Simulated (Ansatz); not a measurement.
**Structures of CaO: which is lowest?**

Plane-wave DFT in Ansatz with scalar-relativistic PAW potentials, cutoff 420 eV, Γ-centred meshes chosen by cell and gap, Gaussian smearing with energies taken to zero width. Every cell was relaxed (cell and atoms) in a run of its own, within the symmetry of its start. Functional: PBE.

Relaxed structures (starts from databases or built by putting these elements on another compound's sites):
A. P6_3/mmc, 4 atoms in the computed cell, a = 4.004 Å, c = 4.808 Å; sites (symmetry × multiplicity) Ca -6m2 × 2, O -6m2 × 2; start: database
B. F-43m, 4 atoms in the computed cell, a = 5.244 Å; sites (symmetry × multiplicity) Ca -43m × 4, O -43m × 4; start: built
C. Fm-3m, 2 atoms in the computed cell, a = 4.831 Å; sites (symmetry × multiplicity) Ca m-3m × 4, O m-3m × 4; start: database

Task: Rank them by energy. Could pressure change the order?

Result:
```tsv
structure	group	E − E(lowest) (meV/atom)	V (Å³/atom)	gap on mesh (eV)
C	Fm-3m	0.0	14.09	3.66
A	P6_3/mmc	65	16.69	3.14
B	F-43m	180	18.02	3.27
```

C is lowest, 65 meV/atom under A. The lowest is also the densest of these, so pressure wouldn't bring one of the others in at first order. Other structures may lie lower than all of these, and vibrations aren't counted.